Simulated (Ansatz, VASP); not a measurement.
K in VASP and in Ansatz

```
CELL_PARAMETERS angstrom
2.39655 -4.01683 0.00000
2.39655 4.01683 0.00000
0.00000 0.00000 7.65283
ATOMIC_POSITIONS crystal
K 0.82224 0.17776 0.25000
K 0.17776 0.82224 0.75000
```

This isn't the form of K at room conditions, which is bcc.

Alike in both runs: functional PBE; k mesh 10 × 10 × 6; occupations gaussian, width 0.1 eV; no spin polarisation.

Ansatz relaxed the structure, and its values are those at the end. VASP's run is a single point on that final structure, the one shown.

|  | VASP | Ansatz |
| --- | --- | --- |
| version | VASP 6.6.1 | Ansatz 0.2.0 |
| potentials or method | VASP PAW PBE potentials, release 64 (K_sv) | scalar-relativistic, plane waves, PAW |
| plane-wave cutoff (eV) | 520 | 420 |
| valence electrons in the cell | 18 | 18 |

|  | VASP | Ansatz | Ansatz less VASP |
| --- | --- | --- | --- |
| gap on the k mesh at the Fermi level (eV) | none | none | - |
| pressure (GPa) | 0.0 | 0.0 | +0.01 |

A gap of «none» marks a metal or a gap that the smearing closes.
